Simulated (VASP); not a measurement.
Input of a VASP 6.6.1 run:

The input INCAR:

```
SYSTEM = Sb
ALGO = Fast ; EDIFF = 1E-6
ENCUT = 520 ; ISIF = 2
ISMEAR = 0 ; LASPH = .True.
LCHARG = .True. ; LELF = .True.
LREAL = .False. ; LVHAR = .True.
LWAVE = .False. ; NBANDS = 8
NELM = 100 ; PREC = Accurate
SIGMA = 0.15
```

File KPOINTS:

```
k-points
0
Gamma
  24 24 24
  0 0 0
```

The input POSCAR:

```
Sb
1.0
   -1.5765401831      1.5765401831      2.7119384313
    1.5765401831     -1.5765401831      2.7119384313
    1.5765401831      1.5765401831     -2.7119384313
Sb
1
Direct
    0.0000000000      0.0000000000      0.0000000000
```

Potentials or basis: VASP PAW LDA potentials, release 64 (Sb).

Command:

```bash
$ cat potpaw_LDA.64/Sb/POTCAR > POTCAR
$ mpirun -np 1 vasp_std > vasp.out
```

Task: Estimate the band gap on the k mesh.

Result: None (metal or under the smearing width).

Task: Estimate the pressure.

Result: -2.2 GPa.

Stress tensor (GPa, compression positive):
```
-2.33  0.00  0.00
 0.00 -2.33  0.00
 0.00  0.00 -1.85
```

Spin-orbit coupling is left out, which matters for the levels of Sb.
